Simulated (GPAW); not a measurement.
A run of GPAW 26.7.0 is set up as follows.

The input run.py:

```python
from ase.calculators.mixing import SumCalculator
from ase.filters import FrechetCellFilter
from ase.io import read, write
from ase.optimize import BFGS
from dftd3.ase import DFTD3
from gpaw import GPAW, PW

atoms = read('C.xyz')

calc = GPAW(mode=PW(800),
            xc='PBE',
            kpts={'size': (6, 6, 20), 'gamma': True},
            occupations={'name': 'fermi-dirac', 'width': 0.05},
            nbands=8,
            convergence={'density': 1e-05, 'forces': 0.0001},
            maxiter=150,
            txt='gpaw.txt')
atoms.calc = SumCalculator([calc, DFTD3(method='pbe', damping='d3op')])
opt = BFGS(FrechetCellFilter(atoms), trajectory='relax.traj', logfile='-')
done = opt.run(fmax=0.02, steps=60)
calc.write('gs.gpw')
write('result.traj', atoms)
print('Converged:', done)
print('Cell:', atoms.cell.cellpar().round(4))
print('Volume:', round(atoms.get_volume(), 4))
print(atoms.get_scaled_positions().round(5))
```

C.xyz

```xyz
1
Lattice="4.2551700000 0.0000000000 0.0000000000 0.0000000000 4.2551700000 0.0000000000 0.0000000000 0.0000000000 1.2822900000" Properties=species:S:1:pos:R:3 pbc="T T T"
C      2.1275850000      2.1275850000      0.6411450000
```

Potentials or basis: GPAW PAW data sets (gpaw-data 1.2.1), pw.

Run with:

```bash
$ OMP_NUM_THREADS=1 python run.py
```

Estimate the dispersion energy per atom.

-0.099 eV.

Predict the relaxed cell.

a = 3.246 Å, b = 3.246 Å, c = 1.282 Å, α = 90.00°, β = 90.00°, γ = 90.00°.

What does it give for the band gap on the k mesh?

None (metal or under the smearing width).

The path:
| step | energy change (eV) | largest force (eV/Å) | pressure (GPa) | volume (Å³) |
| --- | --- | --- | --- | --- |
| 1 | 0.0000 | 0.0000 | -0.25 | 23.22 |
| 2 | -0.0008 | 0.0000 | -1.09 | 23.18 |
| 3 | -0.0022 | 0.0000 | -1.32 | 22.94 |
| 4 | -0.0424 | 0.0000 | -9.56 | 15.66 |
| 5 | -0.0243 | 0.0000 | -10.86 | 12.61 |
| 6 | -0.0665 | 0.0000 | -6.05 | 14.43 |
| 7 | -0.0750 | 0.0000 | -2.39 | 14.08 |
| 8 | -0.0760 | 0.0000 | 0.10 | 13.58 |
| 9 | -0.0759 | 0.0000 | 0.05 | 13.51 |

Caveat: later steps reuse the first step's grids; the volume moved by over 15 % at a fixed basis, so the end points are rough; pairwise dispersion overbinds metals, which lowers pressure and volume.
